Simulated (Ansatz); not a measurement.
**In in Ansatz: the effect of functional**

Crystal: In.

```
In
1.0
     3.37938    0.00000    0.00000
    -1.68969    2.92663    0.00000
     0.00000    0.00000    5.58164
In
2
Direct
  0.66667 0.33333 0.75000
  0.33333 0.66667 0.25000
```

This isn't the form of In at room conditions, which is tetragonal.

The cell isn't the ideal one: volume scaled by 1.04.

Alike in all runs:

| Quantity | Value |
| --- | --- |
| Program | Ansatz 0.2.0 |
| Task | single point |
| Potentials or basis | Ansatz PAW |
| k mesh | 9 × 9 × 5 |
| Occupations | fermi-dirac, width 0.05 eV |
| Spin | no spin polarisation |

| functional | cutoff | pressure (GPa) |
| --- | --- | --- |
| LDA | 420 eV (not typed: the program's choice for these potentials) | -3.9 |
| PBEsol | 420 eV (not typed: the program's choice for these potentials) | -2.6 |
| r2SCAN | 500 eV (not typed: the program's choice for these potentials) | ? |

What does the run with functional r2SCAN give?

Pressure -1.6 GPa.

Caveats: the PAW data sets come from PBE, with cores solved anew for the run's functional, which leaves a small shift of forces and pressure.

Runs at the PBE level aren't shown here.
